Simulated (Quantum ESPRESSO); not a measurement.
Al2Au: phonon spectrum and thermodynamics under several settings

```
CELL_PARAMETERS angstrom
0.00000 3.00000 3.00000
3.00000 0.00000 3.00000
3.00000 3.00000 0.00000
ATOMIC_POSITIONS crystal
Au 0.00000 0.00000 0.00000
Al 0.75000 0.75000 0.75000
Al 0.25000 0.25000 0.25000
```

All runs used Quantum ESPRESSO 7.5; k mesh 6 × 6 × 6; relaxed cell; no spin polarisation; cutoff 612 eV.

```tsv
level	potentials	occupations	volume (Å³/atom)	q mesh	highest frequency (cm⁻¹)	zero-point energy (meV/atom)	entropy at room temperature (k_B/atom)
LDA	GBRV 1.5 LDA	gaussian, width 0.2 eV	17.60	2 × 2 × 2	329	38.6	3.56
PBE	GBRV 1.5 PBE	methfessel-paxton, width 0.272 eV	?	3 × 3 × 3	?	?	?
```

Task: What stands in the row left open?

Result: Volume 18.55 Å³/atom; highest frequency 310 cm⁻¹; zero-point energy 35.5 meV/atom; entropy at room temperature 3.79 k_B/atom.

Caveats: the mesh is thin for the phonons of a metal; λ from interpolated matrix elements is rough: modes that symmetry makes equal can differ by tens of percent (some runs).

For the row left open. Caveat: the k mesh is coarse; the mesh is thin for the phonons of a metal; λ from interpolated matrix elements is rough: modes that symmetry makes equal can differ by tens of percent.
